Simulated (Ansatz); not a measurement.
Electric field gradients in SnSe

```xyz
4
Lattice="5.1099 0.0000 0.0000 -2.5550 4.4253 0.0000 0.0000 0.0000 6.1646" Properties=species:S:1:pos:R:3 pbc="T T T"
Sn    0.0000    2.9502   -0.2749
Sn    2.5550    1.4751    2.8074
Se    0.0000    2.9502    2.5928
Se    2.5550    1.4751    5.6751
```

Atom numbers follow the list: Sn1, Sn2, Se3, Se4.

The cell was built from the wurtzite type and relaxed in the same program, and has space group P6_3mc; it needn't be a known or the stable phase.

Methods: DFT, PBE, all-electron PAW with datasets made for the crystal, scalar-relativistic (Ansatz 0.2.0); DFT, PBE, PAW with Ansatz's default frozen-core files, scalar-relativistic (Ansatz 0.2.0).

For the crystal-made all-electron datasets (AE datasets): a Γ-centred 11×11×6 k mesh, Fermi–Dirac smearing of 0.08 eV, cutoff 240 eV (chosen by the program for this cell), no spin polarisation. PAW takes a cutoff of 420 eV at this cell. The Ansatz runs share mesh, smearing and spin set-up.

Spin–orbit coupling is left out, which moves gradients at and beside heavy atoms by some per cent and at worst by a factor of two.

Vzz is the principal value of largest size of the traceless field-gradient tensor, in 10²¹ V/m², and η = (Vxx − Vyy)/Vzz with |Vzz| ≥ |Vyy| ≥ |Vxx|.

(1) Give the field gradient at each independent site.

(2) With Q(Sn-119, excited state) = -0.132 b and Eγ = 23.875 keV, what Mössbauer quadrupole splitting follows at Sn1 from AE datasets?

## Answers

(1) 
```csv
site,site symmetry,"Vzz (η), AE datasets","Vzz (η), PAW"
Sn1,3m.,-1.96 (η = 0.00),-1.92 (η = 0.00)
Se3,3m.,0.30 (η = 0.00),0.29 (η = 0.00)
```

(2) ΔEQ = (eQVzz/2)(1 + η²/3)^½ c/Eγ = 0.16 mm/s.
